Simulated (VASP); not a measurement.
**MgF₂ in VASP 6.6.1, single-point calculation**

INCAR

```
EDIFF = 1E-7
PREC = Normal
ISMEAR = -1
ISIF = 2
NELM = 120
NBANDS = 25
LASPH = .TRUE.
LWAVE = .FALSE.
LCHARG = .FALSE.
IBRION = -1
GGA = PE
SIGMA = 0.02
NSW = 0
LREAL = .FALSE.
ENCUT = 520
```

KPOINTS

```
KPOINTS created by Atomic Simulation Environment
0
Gamma
6 6 8
0 0 0
```

POSCAR

```
Mg F
 1.0000000000000000
     4.4833555148000004    0.0000000000000000    0.0000000000000000
     0.0000000000000000    4.4833555148000004    0.0000000000000000
     0.0000000000000000    0.0000000000000000    3.1100508258000001
 Mg  F
   2   4
Cartesian
  0.0000000000000000 -0.0000000000000000  0.0000000000000000
  2.2416777574000002  2.2416777574000002  1.5550254129000001
  1.3624453898285735  1.3624453898285735  0.0000000000000000
  0.8792323675714269  3.6041231472285737  1.5550254129000001
  3.6041231472285737  0.8792323675714269  1.5550254129000001
  3.1209101249714268  3.1209101249714268  0.0000000000000000
```

The recommended PBE PAW datasets give the neutral cell 32 valence electrons.

Command

```
mpirun -np 1 vasp_std
```

Task: Predict the outcome of this run.

Result: It converged. Results: gap between bands v and c on the k mesh 7.33 eV; least direct gap on the k mesh 7.33 eV; pressure 8.6 GPa. Band v is the last that the valence electrons fill when counted band by band, and c is the next.

OSZICAR

```
N       E                     dE             d eps       ncg     rms          rms(c)
DAV:   1     0.166792828632E+03    0.16679E+03   -0.18059E+04  2644   0.121E+03
DAV:   2    -0.261557323170E+02   -0.19295E+03   -0.18764E+03  2987   0.290E+02
DAV:   3    -0.339372153497E+02   -0.77815E+01   -0.77628E+01  3236   0.558E+01
DAV:   4    -0.339788921750E+02   -0.41677E-01   -0.41672E-01  2768   0.462E+00
DAV:   5    -0.339790900190E+02   -0.19784E-03   -0.19784E-03  3162   0.312E-01    0.101E+01
DAV:   6    -0.313103504717E+02    0.26687E+01   -0.81039E+00  2840   0.206E+01    0.292E+00
DAV:   7    -0.313306197673E+02   -0.20269E-01   -0.10062E-01  2694   0.206E+00    0.190E+00
DAV:   8    -0.313614783164E+02   -0.30859E-01   -0.53633E-02  2618   0.224E+00    0.213E-01
DAV:   9    -0.313615189539E+02   -0.40638E-04   -0.13996E-03  3259   0.266E-01    0.769E-02
DAV:  10    -0.313620055711E+02   -0.48662E-03   -0.45098E-04  2645   0.148E-01    0.211E-02
DAV:  11    -0.313620032908E+02    0.22803E-05   -0.12225E-05  3151   0.297E-02    0.317E-03
DAV:  12    -0.313620036118E+02   -0.32096E-06   -0.90967E-07  2703   0.718E-03    0.704E-04
DAV:  13    -0.313620036256E+02   -0.13851E-07   -0.61845E-08  2334   0.185E-03
   1 F= -.31362004E+02 E0= -.31362004E+02  d E =-.139302E-12
```

For comparison, a separate PBE run of the intended cell, on usual settings and not on those above, gives a gap of 7.33 eV on its mesh and a pressure of 8.7 GPa.
